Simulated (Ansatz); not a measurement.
# BN (P1): scan of the energy under strain, by script

What does a strain cost in BN (P1)? Aim: a scan of the energy under strain, for BN (P1), run from a script.

All numbers are computed with Ansatz 0.2.0 through its Python package. Level of theory: DFT r2SCAN, plane waves, PAW.

## (1) The system

The structure is triclinic, space group P1 (No. 1). Conventional cell: a = 2.508 Å, b = 2.508 Å, c = 3.274 Å, α = 101.11°, β = 101.11°, γ = 119.81°. Around B (site symmetry 1) lie 3 N at 1.40 to 1.52 Å. N (site symmetry 1) is surrounded by 3 B at 1.40 to 1.52 Å.

No structure file is read: the coordinates are typed or built in the script.

## (2) The script

File strain.py:

```python
'''Energy of BN under rhombohedral strain, ions carried with the cell.'''

import ansatz as az
import matplotlib.pyplot as plt
import numpy as np

vectors0 = np.array([
    [2.508041, 0.0, 0.0],
    [-1.246711, 2.176231, 0.0],
    [-0.630665, -1.088116, 3.02254],
])
sites = [
    ('B', (0.979643, 0.983499, 0.001806)),
    ('N', (0.668506, 0.332385, 0.984999)),
]


def make_crystal(cell):
    crystal = az.Crystal(lattice=az.Lattice.of(cell))
    for symbol, position in sites:
        crystal = crystal.atom(symbol, position)
    return crystal

# clamped ions: the fractional positions stay as typed
values = np.linspace(-0.01, 0.01, 7)
energies = []
for d in values:
    strain = d / 2 * (np.ones((3, 3)) - np.eye(3))
    cell = vectors0 @ (np.eye(3) + strain)
    base = (
        make_crystal(cell).calculation()
        .functional(az.Functional.R2SCAN)
        .basis(300)
        .mixing('msr1', ndim=12, beta=0.2)
        .occupations('gaussian', width=0.02)
        .kpoints(9, 9, 6)
    )
    report = base.run(threads=1).report
    energies.append(report['free_energy_ev'] / len(sites))
    print(f'd = {d:+.4f}  F = {energies[-1]:.5f} eV/atom')
energies = np.array(energies)

for value, e in zip(values, energies):
    print(f'strain {value:7.3f}   E - Emin = {1000 * (e - energies.min()):9.3f} meV/atom')
plt.figure(figsize=(4.5, 3))
plt.plot(values, 1000 * (energies - energies.min()), 'o-')
plt.xlabel('strain')
plt.ylabel('meV/atom')
plt.tight_layout()
plt.savefig('strain.png', dpi=100)
curvature = 2 * np.polyfit(values, energies, 3)[1]
volume = abs(np.linalg.det(vectors0)) / len(sites)
print(f'd2E/dd2 over the volume: {curvature / volume * 160.21766:.1f} GPa')
```

## (3) The input behind the calls

The package turns the script's settings into the engine's input (first run):

```yaml
crystal:
  lattice:
    - [2.508041, -0.012540205, -0.012540205]
    - [-1.257592155, 2.182464555, -0.0046476]
    - [-0.64033712, -1.100075375, 3.031133905]
  atoms:
    - { symbol: B, position: [0.979643, 0.983499, 0.001806] }
    - { symbol: "N", position: [0.668506, 0.332385, 0.984999] }
basis:
  ecutwfc: 300.0
kpoints:
  mp_grid:
    grid: [9, 9, 6]
hamiltonian:
  xc: r2scan
scf:
  mixing:
    algorithm: msr1
    beta: 0.2
    ndim: 12
  occupations:
    method: gaussian
    width: 0.02
```

## (4) Launch

On the command line:

```bash
python strain.py
```

**Question.** How much energy does this rhombohedral strain cost, and what curvature follows?

The runs gave:

```
            quantity          value
       runs compared              7
     range of energy  2.86 meV/atom
lowest point, strain         -0.007
```

What this shows: Runs 1, 2, 3, 4, 5, 6, 7: each has a cutoff under the recommended one, so what rests on them isn't a property of the system. Against the unstrained cell the energy per atom changes by -0.59 meV at one end of the scan and +2.14 meV at the other, and its second derivative over the volume is 298.8 GPa. The cutoff lies under the one recommended for these potentials. Under the recommended cutoff a pressure can be off by several GPa, even in sign. The curvature belongs to this strain pattern and to the cell's stress; it equals a single elastic constant only for simple patterns. This cell is a computed structure, which may not be the phase found in nature. The ions keep their fractional positions (clamped ions).
